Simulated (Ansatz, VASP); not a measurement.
## One calculation of AlN, two programs

```
CELL_PARAMETERS angstrom
3.11000 0.00000 0.00000
0.00000 4.98000 0.00000
0.00000 0.00000 5.39602
ATOMIC_POSITIONS crystal
Al 0.00000 0.99896 0.99994
Al 0.50000 0.49896 0.16673
Al 0.50000 0.99896 0.49994
Al 0.00000 0.49896 0.66673
N 0.00000 0.38104 0.99984
N 0.50000 0.88104 0.16682
N 0.50000 0.38104 0.49984
N 0.00000 0.88104 0.66682
```

Alike in both runs: functional PBEsol; k mesh 6 × 4 × 4; no spin polarisation.

Ansatz relaxed the structure, and its values are those at the end. VASP's run is a single point on that final structure, the one shown.

|  | VASP | Ansatz |
| --- | --- | --- |
| version | VASP 6.6.1 | Ansatz 0.2.0 |
| potentials or method | VASP PAW PBE potentials, release 64 (Al, N) | scalar-relativistic, plane waves, PAW |
| plane-wave cutoff (eV) | 520 | 420 |
| occupations | gaussian, width 0.01 eV | fixed |
| valence electrons in the cell | 32 | 32 |

```csv
,VASP,Ansatz,Ansatz less VASP
gap on the k mesh at the Fermi level (eV),4.12,4.10,-0.017
least direct gap on the mesh (eV),4.12,4.10,-0.017
pressure (GPa),0.3,0.3,+0.01
```

Caveats: the PAW data sets were made with another functional, which shifts forces and pressure a little (VASP). As with any semilocal functional, this PBEsol gap is likely too small.
